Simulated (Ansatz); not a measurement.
# Al2Cu: the cost of one run

Program: Ansatz 0.2.0. Level of theory: DFT PBE, scalar-relativistic, plane waves, PAW. These are calculated values, not measurements.

### Step 1. Starting point

The structure is tetragonal, space group P4/mmm (No. 123). The conventional cell has a = 4.105 Å, b = 4.105 Å, c = 2.891 Å, α = 90.00°, β = 90.00°, γ = 90.00°. Al (site symmetry mmm) is surrounded by 4 Cu at 2.51 Å. Cu (site symmetry 4/mmm) is surrounded by 8 Al at 2.51 Å.

As a file:

```xyz
3
Lattice="4.1052 0.0000 0.0000 0.0000 4.1052 0.0000 0.0000 0.0000 2.8913" Properties=species:S:1:pos:R:3 pbc="T T T"
Al    2.0526    0.0000    1.4457
Al    0.0000    2.0526    1.4457
Cu    0.0000    0.0000    0.0000
```

The start is a polymorph listed in a database, not an invented cell.

### Step 2. Probe: one point on a coarse mesh

File input.yaml:

```yaml
crystal:
  lattice:
    - [4.10518217, 0.0, 0.0]
    - [0.0, 4.10518217, 0.0]
    - [0.0, 0.0, 2.89131308]
  atoms:
    - { symbol: Al, position: [0.5, 0.0, 0.5] }
    - { symbol: Al, position: [0.0, 0.5, 0.5] }
    - { symbol: Cu, position: [0.0, 0.0, 0.0] }
basis:
  ecutwfc: 420
kpoints:
  mp_grid: { grid: [4, 4, 6] }
hamiltonian:
  xc: pbe
scf:
  occupations: { method: gaussian, width: 0.1 }
  lower_state_search: "off"
output:
  forces: true
  stress: true
  eigenvalues: true
```

Started as:

```bash
> ansatz run input.yaml --threads 1 --pin off --max-ram 2560MiB --backend cpu --events-out ev --progress --plain --runs-dir out
```

**Question.** How long does this run take on 1 thread of Intel Xeon Platinum 8488C (Sapphire Rapids), shared host, and how much memory does it need?

About 1 s, with a peak of 0.33 GiB.
